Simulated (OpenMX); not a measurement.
# WS2 (Tungstenite) under changes of volume

One of the cells (18.245 Å³/atom); the others are scaled copies at fixed shape and fractional positions:

```
W S
1.0
     3.18000    0.00000    0.00000
    -1.59000    2.75396    0.00000
     0.00000    0.00000   12.50000
W S
2 4
Direct
  0.66667 0.33333 0.75000
  0.33333 0.66667 0.25000
  0.66667 0.33333 0.37500
  0.33333 0.66667 0.87500
  0.66667 0.33333 0.12500
  0.33333 0.66667 0.62500
```

```yaml
Program: OpenMX 3.8.5
Functional: LDA
Potentials_or_basis: OpenMX 2013 LDA set, W7.0-s3p2d2f1, S7.0-s2p2d1f1, fixed grid of 32 × 32 × 150 points
k_mesh: 11 × 11 × 3
Occupations: fermi-dirac, width 0.05 eV
Spin: no spin polarisation
```

| volume (Å³/atom) | energy over the lowest point (meV/atom) | gap on the mesh (eV) | largest force (eV/Å) |
| --- | --- | --- | --- |
| 17.150 | ? | ? | ? |
| 17.515 | 0.32 | 0.93 | 0.599 |
| 17.880 | 0.00 | 0.95 | 0.211 |
| 18.245 | 7.36 | 0.97 | 0.150 |
| 18.610 | 21.65 | 0.99 | 0.481 |
| 18.975 | 42.10 | 1.01 | 0.787 |
| 19.340 | 68.01 | 1.02 | 1.073 |

Problem. What does the run at 17.150 Å³/atom give?

Solution. Energy over the lowest point 9.26 meV/atom; gap on the mesh 0.91 eV; largest force 1.019 eV/Å.

Worked out: A Birch-Murnaghan fit of order 3 (a polynomial in V^(-2/3)) to the other rows has its minimum at 17.71 Å³/atom with B0 = V·E''(V) = 173 GPa and B' = 4.5 at fixed shape and positions, which overstates the stiffness. It gives 9.32 meV/atom at 17.150 Å³/atom, against the run's 9.26. A straight line through the other rows of the gap, of slope 0.938 eV per unit of ln V, extrapolates to 0.91 eV, against the run's 0.91.

Energies are extrapolated to zero smearing.

Caveats: spin-orbit coupling is left out, which moves the levels of the heavy elements; an odd mesh through Γ misses points on the zone boundary, where band edges often lie; the basis of atomic orbitals isn't converged, which shifts pressures, moduli and gaps; forces of over 1 eV/Å show positions far from the minimum, so gaps and moduli don't describe the material at rest (some runs).
